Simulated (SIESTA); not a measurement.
Input of a SIESTA 5.4.2 run:

File As.fdf:

```
SystemName                      Arsenolamprite
SystemLabel                     As
NumberOfSpecies                 1
NumberOfAtoms                   4
%block ChemicalSpeciesLabel
  1  33 As
%endblock ChemicalSpeciesLabel

LatticeConstant                 1.0 Ang
%block LatticeVectors
     1.8250000000    -5.5000000000     0.0000000000
     1.8250000000     5.5000000000     0.0000000000
     0.0000000000     0.0000000000     4.4700000000
%endblock LatticeVectors
AtomicCoordinatesFormat         Fractional
%block AtomicCoordinatesAndAtomicSpecies
     0.3900000000     0.6100000000     0.5600000000  1  As
     0.8900000000     0.1100000000     0.9400000000  1  As
     0.6100000000     0.3900000000     0.4400000000  1  As
     0.1100000000     0.8900000000     0.0600000000  1  As
%endblock AtomicCoordinatesAndAtomicSpecies

%block kgrid.MonkhorstPack
    8   0   0  0.0
    0   8   0  0.0
    0   0   6  0.0
%endblock kgrid.MonkhorstPack
XC.Functional                   GGA
XC.Authors                      PBEsol
PAO.BasisSize                   DZP
PAO.EnergyShift                 0.003 Ry
Mesh.Cutoff                     500 Ry
OccupationFunction              FD
ElectronicTemperature           0.05 eV
MaxSCFIterations                120
SCF.MustConverge                false
SCF.Mixer.Method                Pulay
SCF.Mixer.Weight                0.25
SCF.Mixer.History               8
SCF.DM.Tolerance                5.0e-05
SCF.H.Tolerance                 1.0e-03 eV
WriteForces                     true
Charge.Mulliken                 end
BandLinesScale                  ReciprocalLatticeVectors
%block BandLines
    1    0.000000   0.000000   0.000000  \Gamma
   10    0.277526   0.277526   0.000000  X
    3    0.000000   0.500000   0.000000  S
    7    0.000000   0.500000   0.500000  R
    3    0.277526   0.277526   0.500000  A
   10    0.000000   0.000000   0.500000  Z
    7    0.000000   0.000000   0.000000  \Gamma
    6   -0.500000   0.500000   0.000000  Y
    8   -0.277526   0.722474   0.000000  X1
    7   -0.277526   0.722474   0.500000  A1
    8   -0.500000   0.500000   0.500000  T
    7   -0.500000   0.500000   0.000000  Y
    1    0.000000   0.000000   0.500000  Z
    6   -0.500000   0.500000   0.500000  T
%endblock BandLines
%block PAO.Basis
  As 4
  n=4 0 2
    5.501 0.000
  n=4 1 2
    7.312 0.000
  n=3 2 2
    2.890 0.000
  n=4 2 1
    7.312
%endblock PAO.Basis
```

Potentials or basis: PseudoDojo 0.4 standard (PBEsol files), DZP (energy shift 0.003 Ry; two zetas on semicore shells).

Launch:

```console
$ siesta < As.fdf > As.out 2>&1
```

**Question.** Estimate the largest force.

**Answer.** 0.500 eV/Å.

**Question.** Estimate the band gap on the k mesh.

**Answer.** None (metal or under the smearing width).

Forces on the atoms (eV/Å):
```
As   0.000  0.394 -0.308
As   0.000  0.394  0.308
As   0.000 -0.394  0.308
As   0.000 -0.394 -0.308
```

Caveat: the basis of atomic orbitals isn't converged, which shifts pressures, moduli and gaps.
